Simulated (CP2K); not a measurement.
Runs of CP2K 2026.2 on O. The structure is monoclinic, space group C2/m (No. 12). The conventional cell has a = 5.703 Å, b = 3.325 Å, c = 4.363 Å, α = 90.00°, β = 123.29°, γ = 90.00°. O (site symmetry m) is surrounded by 1 O at 1.22 Å. 

```tsv
level	cutoff of the non-local correlation (Ry)	gap on the mesh (eV)	pressure (GPa)	largest force (eV/Å)
BLYP	-	none	1.8	(d)
LDA	-	none	(b)	0.61
PBEsol	-	none	-1.2	0.59
BEEF-vdW	300	none	(a)	0.74
r2SCAN	-	none	-2.0	0.55
HLE16	-	none	-10.6	6.33
PBE	-	none	(c)	0.86
```

Alike in all rows: task single point; potentials or basis POTENTIAL_UZH O GTH-PBE-q6; TZVP-MOLOPT-PBE-GTH basis; no spin polarisation; cell as given; k mesh 10 × 10 × 7; smearing fermi-dirac 0.05 eV.

Q: Estimate the missing entries.

A: (a) -0.5; (b) -2.9; (c) -0.1; (d) 1.70.

Caveats: spin is off for a triplet molecule; the basis of atomic orbitals isn't converged, which shifts pressures, moduli and gaps; the potentials were made for another functional, which shifts forces and pressure (some runs); the potentials were made for a functional far from this one (some runs).

A gap of «none» marks a metal or a gap under the smearing width.
